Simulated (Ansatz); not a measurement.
# Al2Cu: enthalpy under pressure, worked through

Method: Ansatz 0.2.0, DFT PBE, scalar-relativistic, plane waves, PAW. (420 eV cutoff, 10×10×10 k-mesh, Gaussian smearing of 0.10 eV, no spin polarisation)

Starting point, cell and atoms relaxed:

```
CELL_PARAMETERS angstrom
-3.02624 3.02624 2.44144
3.02624 -3.02624 2.44144
3.02624 3.02624 -2.44144
ATOMIC_POSITIONS crystal
Al 0.84131 0.65869 0.50000
Al 0.65869 0.15869 0.81739
Al 0.34131 0.84131 0.18261
Al 0.15869 0.34131 0.50000
Cu 0.25000 0.25000 0.00000
Cu 0.75000 0.75000 0.00000
```

Cell and atoms were relaxed at each target pressure within the start's symmetry (I4/mcm), at zero temperature; other phases can be more stable under pressure. H = E + PV with P the target; E is the free energy at the smearing used, whose derivative the pressure is, per atom and counted from zero pressure.

```
P (GPa) V (Å³/atom) E − E0 (meV) H − H0 (meV)
      0       14.906           0.0           0.0
      1       14.762           0.4          92.6
      4       14.362           6.7         365.2
     12       13.535          47.0        1060.7
     25       12.570         155.9        2117.3
     50       11.352         433.5        3976.1
     90       10.145         948.3        6647.2
```

Question: Thermodynamics gives dH/dP = V along a relaxed path. Integrate V over P by the trapezoid rule and compare with the computed enthalpies.

Answer: With 1 eV/Å³ = 160.22 GPa, each step adds the mean volume times ΔP / 160.22:
| P (GPa) | ∫V dP (meV) | H − H0 (meV) | difference (meV) |
| --- | --- | --- | --- |
| 1 | 92.6 | 92.6 | 0.0 |
| 4 | 365.3 | 365.2 | 0.0 |
| 12 | 1061.7 | 1060.7 | 1.0 |
| 25 | 2120.8 | 2117.3 | 3.5 |
| 50 | 3987.2 | 3976.1 | 11.1 |
| 90 | 6670.7 | 6647.2 | 23.4 |

V(P) curves upward, so the trapezoid rule runs high; integrating a smooth curve through the same points puts that excess at about 23.2 meV at 90 GPa, against the 23.4 meV found.

Question: At 90 GPa, how much of the enthalpy change is stored energy and how much is the PV term?

Answer: E rises by 948 meV/atom and PV is 90 × 10.145 / 160.22 = 5699 meV/atom, so PV makes 86 % of ΔH. So between rival structures at high pressure a small difference in volume can outweigh the difference in energy: 1 % of this volume is worth 57.0 meV/atom at this pressure.

Question: What bulk modulus do the lowest pressures give?

Answer: From the pressures that the runs reached, -0.96 GPa (15.054 Å³) and 1.00 GPa (14.762 Å³), B = −ΔP/Δln V = 1.96 / 0.0196 = 100 GPa, a mean over that range.